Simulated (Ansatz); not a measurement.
# Structures of MnS: which is lowest?

Plane-wave DFT in Ansatz with scalar-relativistic PAW potentials, cutoff 420 eV, Γ-centred meshes chosen by cell and gap, Gaussian smearing with energies taken to zero width. Every cell was relaxed (cell and atoms) in a run of its own, within the symmetry of its start. Functional: PBE+D3(BJ).

Relaxed structures (starts from databases or built by putting these elements on another compound's sites):
A. Fm-3m, 2 atoms in the computed cell, a = 5.020 Å; sites (symmetry × multiplicity) Mn m-3m × 4, S m-3m × 4; start: database
B. F-43m, 2 atoms in the computed cell, a = 5.517 Å; sites (symmetry × multiplicity) Mn -43m × 4, S -43m × 4; start: database

**Question.** Rank them by energy. Could pressure change the order?

**Answer.**
```csv
structure,group,E − E(lowest) (meV/atom),V (Å³/atom),gap on mesh (eV)
A,Fm-3m,0.0,15.81,0.00
B,F-43m,122,20.99,0.00
```

A is lowest, 122 meV/atom under B. The lowest is also the densest of these, so pressure wouldn't bring one of the others in at first order. Other structures may lie lower than all of these, and vibrations aren't counted.

The cell holds one magnetic atom, so it can only be ferromagnetic; an antiferromagnetic order may lie lower. An atom lies near a switch of its D3 coefficient C6 between reference coordination numbers, so the dispersion energy changes steeply there and can make or shift the minimum. Magnetic cells started from one order each; another order can shift an energy by tens of meV per atom.